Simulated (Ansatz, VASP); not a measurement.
# TiB2: VASP beside Ansatz

The input INCAR:

```
PREC = Accurate
ENCUT = 520
EDIFF = 1E-8
ISMEAR = -1
SIGMA = 0.08
LREAL = False
LASPH = True
NELM = 60
ALGO = Normal
ISIF = 2
LWAVE = False
LCHARG = False
GGA = PE
LEFG = True
NBANDS = 16
```

The input KPOINTS:

```
regular mesh
0
Gamma
  15 15 13
```

File POSCAR:

```
TiB2
1.0
    3.0291982016      0.0000000000      0.0000000000
   -1.5145991008      2.6233625957      0.0000000000
    0.0000000000      0.0000000000      3.2284000000
Ti B
1 2
Direct
    0.0000000000      0.0000000000      0.0000000000
    0.3333333333      0.6666666667      0.5000000000
    0.6666666667      0.3333333333      0.5000000000
```

Input for Ansatz:

```yaml
crystal:
  lattice:
    - [3.0291982016, 0.0, 0.0]
    - [-1.5145991008, 2.6233625957, 0.0]
    - [0.0, 0.0, 3.2284]
  atoms:
    - { symbol: Ti, position: [0.0, 0.0, 0.0] }
    - { symbol: B, position: [0.3333333333, 0.6666666667, 0.5] }
    - { symbol: B, position: [0.6666666667, 0.3333333333, 0.5] }
kpoints:
  mp_grid: { grid: [15, 15, 13] }
  band_path:
    path:
      - [0.0, 0.0, 0.0]
      - [0.5, 0.0, 0.0]
      - [0.3333333333, 0.3333333333, 0.0]
      - [0.0, 0.0, 0.0]
      - [0.0, 0.0, 0.5]
      - [0.5, 0.0, 0.5]
      - [0.3333333333, 0.3333333333, 0.5]
      - [0.0, 0.0, 0.5]
      - [0.5, 0.0, 0.5]
    npoints: 8
scf:
  occupations: { method: fermi_dirac, width: 0.08 }
hamiltonian:
  xc: pbe
  pseudopotentials: { kind: all_electron, datasets: crystal }
output:
  forces: true
  stress: true
  eigenvalues: true
  efg: { contact_densities: true }
```

Alike in both runs: task electric field gradients; functional PBE; k mesh 15 × 15 × 13; occupations fermi-dirac, width 0.08 eV; no spin polarisation.

|  | VASP | Ansatz |
| --- | --- | --- |
| version | VASP 6.6.1 | Ansatz 0.2.0 |
| potentials or method | VASP PAW PBE potentials, release 64 (Ti_sv, B) | all-electron PAW with datasets made for the crystal, scalar-relativistic |
| plane-wave cutoff (eV) | 520 | see its input |

VASP gave:

| Property | Result |
| --- | --- |
| pressure (GPa) | 0.4 |
| largest component of the traceless stress (GPa) | 0.67 |
| Vzz of the field gradient on the site that differs most (V/Å²) | 18.0 |

**Question.** What did Ansatz give for the same quantities?

**Answer.** Pressure (GPa): 0.3; largest component of the traceless stress (GPa): 0.65; Vzz of the field gradient on the site that differs most (V/Å²): 20.9.

Ansatz ran all-electron here, so the differences hold the error of VASP's frozen core and of both bases.
